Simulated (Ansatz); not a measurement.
# InP: the cost of one run

Program: Ansatz 0.2.0. Level of theory: DFT PBE, scalar-relativistic, plane waves, PAW. These are calculated values, not measurements.

### Step 1. The starting structure

The structure is hexagonal, space group P6/mmm (No. 191). Conventional cell: a = 3.279 Å, b = 3.279 Å, c = 3.088 Å, α = 90.00°, β = 90.00°, γ = 120.00°. In (site symmetry 6/mmm) is surrounded by 2 P at 1.54 Å. P (site symmetry 6/mmm) has 2 In at 1.54 Å as nearest neighbours.

Coordinates:

```xyz
2
Lattice="3.2794 0.0000 0.0000 -1.6397 2.8401 0.0000 0.0000 0.0000 3.0876" Properties=species:S:1:pos:R:3 pbc="T T T"
In    0.0000    0.0000    0.0000
P     0.0000    0.0000    1.5438
```

Recipe of the guess: random cell by space group and Wyckoff sites (P6/mmm, No. 191). Its size is a rough estimate.

### Step 2. A first look at the guess

input.yaml

```yaml
crystal:
  lattice:
    - [3.2794246, 0.0, 0.0]
    - [-1.6397123, 2.84006501, 0.0]
    - [0.0, 0.0, 3.08760389]
  atoms:
    - { symbol: In, position: [0.0, 0.0, 0.0] }
    - { symbol: P, position: [0.0, 0.0, 0.5] }
basis:
  ecutwfc: 420
kpoints:
  mp_grid: { grid: [6, 6, 6] }
hamiltonian:
  xc: pbe
scf:
  occupations: { method: gaussian, width: 0.1 }
  lower_state_search: "off"
output:
  forces: true
  stress: true
  eigenvalues: true
```

Run with:

```
$ ansatz run input.yaml --threads 1 --pin off --max-ram 2560MiB --backend cpu --events-out ev --progress --plain --runs-dir out
```

Q: Estimate wall time and peak memory on 1 thread of Arm Neoverse V1, shared host.

About 1.3 s, with a peak of 0.27 GiB.
